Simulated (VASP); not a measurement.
# As (Pm-3m) in VASP: notebook, part 2 of 2

VASP 6.6.1.

## (4) Single point, HSE(alpha, omega)

Contents of POSCAR:

```
As
1.0
    2.7036817444      0.0000000000      0.0000000000
    0.0000000000      2.7036817444      0.0000000000
    0.0000000000      0.0000000000      2.7036817444
As
1
Direct
    0.5000000000      0.5000000000      0.5000000000
```

Contents of INCAR.step1:

```
SYSTEM = As
PREC = Accurate
ENCUT = 520
EDIFF = 1E-5
ISMEAR = -1
SIGMA = 0.05
LREAL = .False.
LASPH = .True.
NELM = 80
ALGO = Normal
ISIF = 2
LWAVE = .True.
LCHARG = .False.
GGA = PE
```

Contents of INCAR.step2:

```
SYSTEM = As
PREC = Accurate
ENCUT = 520
EDIFF = 1E-6
ISMEAR = -1
SIGMA = 0.05
LREAL = .False.
LASPH = .True.
NELM = 80
ALGO = Normal
ISIF = 2
LWAVE = .False.
LCHARG = .False.
GGA = PE
LHFCALC = .True.
HFSCREEN = 0.2
AEXX = 0.25
PRECFOCK = Fast
ISTART = 1
```

Contents of KPOINTS:

```
Automatic mesh
0
Gamma
  5 5 5
  0 0 0
```

Potentials or basis: VASP PAW PBE potentials, release 64 (As).

The run is started by

```
> cat potpaw_PBE.64/As/POTCAR > POTCAR
> cp INCAR.step1 INCAR
> mpirun -np 1 vasp_std > vasp.out
> cp INCAR.step2 INCAR
> mpirun -np 1 vasp_std > vasp.out
```

OUTCAR:

```text
SYSTEM = As
   PREC = Accurate
   ENCUT = 520
   EDIFF = 1E-6
   ISMEAR = -1
   LREAL = .False.
   LASPH = .True.
   NELM = 80
   ISIF = 2
   GGA = PE
   LHFCALC = .True.
   HFSCREEN = 0.2
   AEXX = 0.25
   PRECFOCK = Fast
   ISTART = 1

 ion  position               nearest neighbor table
   1  0.500  0.500  0.500-

  LATTYP: Found a simple cubic cell.
 ALAT       =     2.7036817444

  Lattice vectors:

 A1 = (   2.7036817444,   0.0000000000,   0.0000000000)
 A2 = (   0.0000000000,   2.7036817444,   0.0000000000)
 A3 = (   0.0000000000,   0.0000000000,   2.7036817444)

Analysis of symmetry for initial positions (statically):
=====================================================================
 Subroutine PRICEL returns:
 Original cell was already a primitive cell.

 Routine SETGRP: Setting up the symmetry group for a
 simple cubic supercell.

 Subroutine GETGRP returns: Found 48 space group operations
 (whereof 48 operations were pure point group operations)
 out of a pool of 48 trial point group operations.

The static configuration has the point symmetry O_h .

Analysis of symmetry for dynamics (positions and initial velocities):
=====================================================================
 Subroutine PRICEL returns:
 Original cell was already a primitive cell.

 Routine SETGRP: Setting up the symmetry group for a
 simple cubic supercell.

 Subroutine GETGRP returns: Found 48 space group operations
 (whereof 48 operations were pure point group operations)
 out of a pool of 48 trial point group operations.

The dynamic configuration has the point symmetry O_h .

 Subroutine INISYM returns: Found 48 space group operations
 (whereof 48 operations are pure point group operations),
 and found     1 'primitive' translations

----------------------------------------------------------------------------------------

                                     Primitive cell

  volume of cell :      19.7636

  direct lattice vectors                    reciprocal lattice vectors
     2.703681744  0.000000000  0.000000000     0.369866018  0.000000000  0.000000000
     0.000000000  2.703681744  0.000000000     0.000000000  0.369866018  0.000000000
     0.000000000  0.000000000  2.703681744     0.000000000  0.000000000  0.369866018

  length of vectors
     2.703681744  2.703681744  2.703681744     0.369866018  0.369866018  0.369866018

  position of ions in fractional coordinates (direct lattice)
     0.500000000  0.500000000  0.500000000

  ion indices of the primitive-cell ions
   primitive index   ion index
                 1           1

----------------------------------------------------------------------------------------

 KPOINTS: Automatic mesh

Automatic generation of k-mesh.
 Grid dimensions read from file:
 generate k-points for:    5    5    5

 Generating k-lattice:

  Cartesian coordinates                     Fractional coordinates (reciprocal lattice)
     0.073973204  0.000000000  0.000000000     0.200000000  0.000000000  0.000000000
     0.000000000  0.073973204  0.000000000     0.000000000  0.200000000  0.000000000
     0.000000000  0.000000000  0.073973204     0.000000000  0.000000000  0.200000000

  Length of vectors
     0.073973204  0.073973204  0.073973204

  Shift w.r.t. Gamma in fractional coordinates (k-lattice)
     0.000000000  0.000000000  0.000000000

 Subroutine IBZKPT returns following result:
 ===========================================

 Found     10 irreducible k-points:

 Following reciprocal coordinates:
            Coordinates               Weight
  0.000000  0.000000  0.000000      1.000000
  0.200000  0.000000  0.000000      6.000000
  0.400000  0.000000  0.000000      6.000000
  0.200000  0.200000  0.000000     12.000000
  0.400000  0.200000  0.000000     24.000000
  0.400000  0.400000  0.000000     12.000000
  0.200000  0.200000  0.200000      8.000000
  0.400000  0.200000  0.200000     24.000000
  0.400000  0.400000  0.200000     24.000000
  0.400000  0.400000  0.400000      8.000000
   k-points           NKPTS =     10   k-points in BZ     NKDIM =    125   number of bands    NBANDS=      6
   number of dos      NEDOS =    301   number of ions     NIONS =      1
   total plane-waves  NPLWV =   8000
   dimension x,y,z NGX =    20 NGY =   20 NGZ =   20
   dimension x,y,z NGXF=    40 NGYF=   40 NGZF=   40
   ions per type =               1
   NGX,Y,Z   is equivalent  to a cutoff of  12.30, 12.30, 12.30 a.u.
   NGXF,Y,Z  is equivalent  to a cutoff of  24.60, 24.60, 24.60 a.u.
 SYSTEM =  As
   PREC   = accura    normal or accurate (medium, high low for compatibility)
   ISTART =      1    job   : 0-new  1-cont  2-samecut
   ICHARG =      0    charge: 1-file 2-atom 10-const
   ISPIN  =      1    spin polarized calculation?
   LNONCOLLINEAR =      F non collinear calculations
   LSORBIT =      F    spin-orbit coupling
   LASPH  =      T    aspherical Exc in radial PAW
   ENCUT  =  520.0 eV  38.22 Ry    6.18 a.u.   5.03  5.03  5.03*2*pi/ulx,y,z
   NELM   =     80;   NELMIN=  2; NELMDL=  0     # of ELM steps
   EDIFF  = 0.1E-05   stopping-criterion for ELM
   LREAL  =      F    real-space projection
   EDIFFG = 0.1E-04   stopping-criterion for IOM
   NSW    =      0    number of steps for IOM
   IBRION =     -1    ionic relax: 0-MD 1-quasi-New 2-CG
   NFREE  =      0    steps in history (QN), initial steepest desc. (CG)
   ISIF   =      2    stress and relaxation
   ISYM   =      3    0-nonsym 1-usesym 2-fastsym
   POTIM  = 0.5000    time-step for ionic-motion
   TEBEG  =    0.0;   TEEND  =   0.0 temperature during run
   PSTRESS=    0.0 pullay stress
   NELECT =       5.0000    total number of electrons
   NUPDOWN=      -1.0000    fix difference up-down
   EMIN   =  10.00;   EMAX   =-10.00  energy-range for DOS
   EFERMI =   0.00;   METHOD = LEGACY
   ISMEAR =    -1;   SIGMA  =   0.05  broadening in eV -4-tet -1-fermi 0-gaus
   EFERMI_NEDOS =   21; number of points for ismear=-14 and -15
   IALGO  =     38    algorithm
   IMIX   =      1    mixing-type and parameters
     AMIX     =   0.40;   BMIX     =  1.00
     AMIX_MAG =   1.60;   BMIX_MAG =  1.00
  volume/ion in A,a.u.               =      19.76       133.37
  Fermi-wavevector in a.u.,A,eV,Ry     =   1.035403  1.956627 14.586243  1.072059
  Thomas-Fermi vector in A             =   2.169744
   LORBIT       =      0    0 simple, 1 ext, 2 COOP (PROOUT), +10 PAW based schemes
   GGA     = PE    functional components
   LHFCALC =     T    Hartree Fock is set to
   PRECFOCK=fast      Normal, Fast or Accurate (Low or Medium for compatibility)
   ENCUT4O =  -1.0   cutoff for four orbital integrals eV
   NKREDX  =     1    reduce k-point grid by
   NKREDY  =     1    reduce k-point grid by
   NKREDZ  =     1    reduce k-point grid by
   AEXX    =    0.2500 exact exchange contribution
   HFSCREEN=    0.2000 screening length (either q_TF or 0.3 A-1)
   HFSCREENC=   0.2000 screening length for correlation (either q_TF or 0.3 A-1)
   ENCUTFOCK=  -1.0 apply spherical cutoff to Coloumb kernel
   IVDW    =     0    specifies the selected vdW correction
   LEPSILON=     F    determine dielectric tensor
   LRPA    =     F    only Hartree local field effects (RPA)
 non-spin polarized calculation
  energy-cutoff  :      520.00
  volume of cell :       19.76
 maximum number of plane-waves:       540
  NGX = 12; NGY = 12; NGZ = 12

 number of electron       5.0000001 magnetization

 Free energy of the ion-electron system (eV)
  ---------------------------------------------------
  ext. energy  EPLUGINS =         0.00000000
  ---------------------------------------------------
  free energy    TOTEN  =        -5.31359836 eV

  energy without entropy =       -5.29984809  energy(sigma->0) =       -5.30672322

 E-fermi :   5.8911     XC(G=0):  -8.6523

 val. band max:        5.8500449377   @ k =   0.2000   0.2000   0.2000
 cond. band min:       7.1326377961   @ k =   0.2000   0.2000   0.2000
 fundamental gap:      1.2825928584
 Fermi energy:         5.8911462544

 k-point     1 :       0.0000    0.0000    0.0000
  band No.  band energies     occupation
      1     -10.9722      2.00000
      2      10.4794      0.00000
      3      10.4794      0.00000
      4      10.4794      0.00000
      5      14.8058      0.00000
      6      14.8058      0.00000
[... 73 lines left out ...]
 k-point    10 :       0.4000    0.4000    0.4000
  band No.  band energies     occupation
      1      -2.1087      2.00000
      2       3.7062      2.00000
      3       3.7062      2.00000
      4       4.8873      2.00000
      5      12.6093      0.00000
      6      13.4236      0.00000

------------------------ aborting loop because EDIFF is reached ----------------------------------------

  FORCE on cell =-STRESS in cart. coord.  units (eV):
  Direction    XX          YY          ZZ          XY          YZ          ZX
  --------------------------------------------------------------------------------------
  -------------------------------------------------------------------------------------
  Total       -0.1437230     -0.1437230     -0.1437230      0.0000000      0.0000000     -0.0000000
  in kB      -11.6511892    -11.6511892    -11.6511892      0.0000000      0.0000000     -0.0000000
  external PRESSURE =     -11.6511892 kB  Pullay stress =       0.0000000 kB

 VOLUME and BASIS-vectors are now :
 -----------------------------------------------------------------------------
  energy-cutoff  :      520.00
  volume of cell :       19.76
      direct lattice vectors                 reciprocal lattice vectors
     2.703681744  0.000000000  0.000000000     0.369866018  0.000000000  0.000000000
     0.000000000  2.703681744  0.000000000     0.000000000  0.369866018  0.000000000
     0.000000000  0.000000000  2.703681744     0.000000000  0.000000000  0.369866018

 POSITION                                       TOTAL-FORCE (eV/Angst)
 -----------------------------------------------------------------------------------
      1.35184      1.35184      1.35184         0.000000      0.000000      0.000000
 -----------------------------------------------------------------------------------
    total drift:                               -0.000000     -0.000000     -0.000000

  FREE ENERGIE OF THE ION-ELECTRON SYSTEM (eV)
  ---------------------------------------------------
  free  energy   TOTEN  =        -5.3135983569 eV

  energy  without entropy=       -5.2998480911  energy(sigma->0) =       -5.30672322
```

It took 12 s on 1 thread of Intel Xeon 6975P-C (Granite Rapids), shared host; peak memory 0.21 GiB.

Results:

```yaml
Free_energy: -5.3136 eV
Pressure: -1.2 GPa
Band_gap_on_the_k_mesh: none (metal or under the smearing width)
```

Levels at points of the mesh, in eV from the Fermi level:
```
           k point  band 1  band 2  band 3  band 4  band 5  band 6
(0.00, 0.00, 0.00)  -16.86    4.59    4.59    4.59    8.91    8.91
```

Caveat: the k mesh is coarse (spacing up to 0.46 Å⁻¹), so the values aren't converged, least of all with exact exchange; the PAW data sets were made with another functional, which shifts forces and pressure a little.

## (5) Overview

| share of exact exchange | gap on the mesh (eV) | pressure (GPa) |
| --- | --- | --- |
| 0.15 | none | 0.7 |
| 0.2 | none | -0.2 |
| 0.25 | none | -1.2 |

Alike in all rows: task single point; level HSE(alpha, omega); potentials or basis VASP PAW PBE potentials, release 64 (As); no spin polarisation; cell as given; k mesh 5 × 5 × 5; cutoff (eV) 520; smearing fermi-dirac 0.05 eV; the mesh is coarse, so values aren't converged.

Caveats: all runs use coarse meshes; the PAW data sets were made with another functional, which shifts forces and pressure a little.

Total energies depend on the potentials used, so only differences within one code and one set of settings carry meaning.
